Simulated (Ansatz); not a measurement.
# LiH: stable or not

The cell was found from a structure generator's guess, not taken from experiment.

Theory: DFT PBE, scalar-relativistic, plane waves, PAW (Ansatz 0.2.0). Cutoff 420 eV, Γ-centred 12×12×12 mesh (8-atom cell), Gaussian smearing of 0.02 eV, no spin polarisation.

```
CELL_PARAMETERS angstrom
1.40330 0.81020 9.52011
-1.40330 0.81020 9.52011
0.00000 -1.62039 9.52011
ATOMIC_POSITIONS crystal
Li 0.00000 0.00000 0.00000
Li 0.50000 0.50000 0.50000
Li 0.91425 0.91425 0.91425
Li 0.08575 0.08575 0.08575
H 0.79284 0.79284 0.79284
H 0.20716 0.20716 0.20716
H 0.62383 0.62383 0.62383
H 0.37617 0.37617 0.37617
```

Formation energies are uncorrected and refer to the elements' standard structures at the same level (H₂ as a molecule).

**Question.** These tests were run: energy against the elements; random kick, then relaxation without symmetry; phonons at Γ; elastic tensor. What do they show?

**Answer.**

| test | result |
| --- | --- |
| energy against the elements | −0.390 eV/atom |
| random kick, then relaxation without symmetry | returns |
| phonons at Γ | lowest optical mode 109 cm⁻¹ |
| elastic tensor | least eigenvalue 23 GPa |

It fails none of these tests. Other phases of the system weren't compared here, so this isn't yet thermodynamic stability. Phonons away from Γ weren't computed.

With hydrogen, zero-point motion can shift formation energies by some tens of meV/atom. The kick test ran on a coarse mesh. The run for the phonons used a 12×12×12 k mesh. The run for the elastic tensor used a 12×12×12 k mesh.
